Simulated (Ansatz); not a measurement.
Ru:

```
Ru
1.0
     2.70580    0.00000    0.00000
    -1.35290    2.34329    0.00000
     0.00000    0.00000    4.28190
Ru
2
Direct
  0.66667 0.33333 0.75000
  0.33333 0.66667 0.25000
```

* Program: Ansatz 0.2.0
* Task: relaxation of cell and atoms
* Functional: PBEsol
* Dispersion: D4
* Potentials or basis: all-electron LAPW, scalar-relativistic
* Basis error allowed: 0.001 eV/atom
* k mesh: 11 × 11 × 6
* Occupations: fermi-dirac, width 0.05 eV
* Spin: no spin polarisation

At the start: volume 13.57 Å³/atom.

Where does the relaxation end?

Over 4 steps the energy falls by 11.6 meV/atom and the volume is 13.19 Å³/atom (-2.8 %); space group P6_3/mmc (No. 194, to 0.05 Å).

Step by step:
| step | energy change (eV) | largest force (eV/Å) | volume (Å³) |
| --- | --- | --- | --- |
| 1 | 0.0000 | 0.0000 | 27.15 |
| 2 | -0.0232 | 0.0000 | 26.43 |
| 3 | -0.0233 | 0.0000 | 26.38 |
| 4 | -0.0233 | 0.0000 | 26.38 |

Final structure:
```yaml
crystal:
  lattice:
    - [2.67998, 0.00000, 0.00000]
    - [-1.33999, 2.32093, 0.00000]
    - [0.00000, 0.00000, 4.24167]
  atoms:
    - { symbol: Ru, position: [0.66667, 0.33333, 0.75000] }
    - { symbol: Ru, position: [0.33333, 0.66667, 0.25000] }
```
